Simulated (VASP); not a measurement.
MnO:

```
Mn O
1.0
     3.37170    0.00000    0.00000
    -3.37170    5.83996    0.00000
     0.00000    0.00000    5.38550
Mn O
4 4
Direct
  0.33224 0.33572 0.01338
  0.67456 0.16704 0.51142
  0.33049 0.83542 0.00897
  0.66578 0.66448 0.51346
  0.33386 0.33359 0.37481
  0.67062 0.16836 0.87667
  0.33445 0.83285 0.37590
  0.66348 0.66439 0.87762
```

The cell isn't the ideal one: atoms moved at random, drawn with an rms of 0.02 Å.

| Property | Result |
| --- | --- |
| Program | VASP 6.6.1 |
| Task | relaxation of cell and atoms |
| Functional | PBEsol |
| Potentials or basis | VASP PAW PBE potentials, release 64 (Mn_pv, O) |
| Cutoff | 520 eV |
| k mesh | 8 × 4 × 4 |
| Occupations | gaussian, width 0.05 eV |
| Spin | collinear spin, ferromagnetic start |
| Starting moments | [5.0, 5.0, 5.0, 5.0, 0.0, 0.0, 0.0, 0.0] μB |
| Hubbard terms | Mn d U = 4 eV |

At the start: pressure 5.8 GPa; volume 13.26 Å³/atom.

How do energy, volume and symmetry change on relaxing?

Over 17 steps the energy falls by 30.2 meV/atom and the volume is 13.73 Å³/atom (+3.6 %); space group P6_3mc (No. 186, to 0.05 Å); moment 20.00 μB per cell.

Step by step:
```
step  energy change (eV)  largest force (eV/Å)  pressure (GPa)  volume (Å³)
   1              0.0000                1.0660            5.77       106.04
   2             -0.1410                0.2030           -3.22       113.48
   3             -0.2028                0.1710           -0.40       110.56
   4             -0.2028                0.1815           -0.31       110.47
   5             -0.2122                0.1154            0.00       110.15
   6             -0.2180                0.1981            1.03       109.27
   7             -0.2194                0.1422            0.78       109.53
   8             -0.2254                0.1256            0.39       109.85
   9             -0.2327                0.1360           -0.65       110.72
  10             -0.2377                0.0933           -0.36       110.31
  11             -0.2398                0.0865            0.05       109.87
  12             -0.2399                0.0895            0.18       109.79
  13             -0.2413                0.0446            0.08       109.84
  14             -0.2415                0.0434            0.03       109.86
  15             -0.2418                0.0203           -0.05       109.91
  16             -0.2418                0.0206           -0.09       109.95
  17             -0.2419                0.0151            0.02       109.83
```

Final structure:
```
Mn O
1.0
     3.45025   -0.00076   -0.00007
    -3.45157    5.97442    0.00051
     0.00000    0.00016    5.32878
Mn O
4 4
Direct
  0.33405 0.33372 0.99767
  0.66823 0.16668 0.49783
  0.33306 0.83378 0.99776
  0.66737 0.66661 0.49763
  0.33502 0.33327 0.39014
  0.66733 0.16721 0.89052
  0.33400 0.83339 0.39043
  0.66642 0.66720 0.89025
```

Caveat: the PAW data sets were made with another functional, which shifts forces and pressure a little; only a ferromagnetic start was run, and an antiferromagnetic order may lie lower in energy.
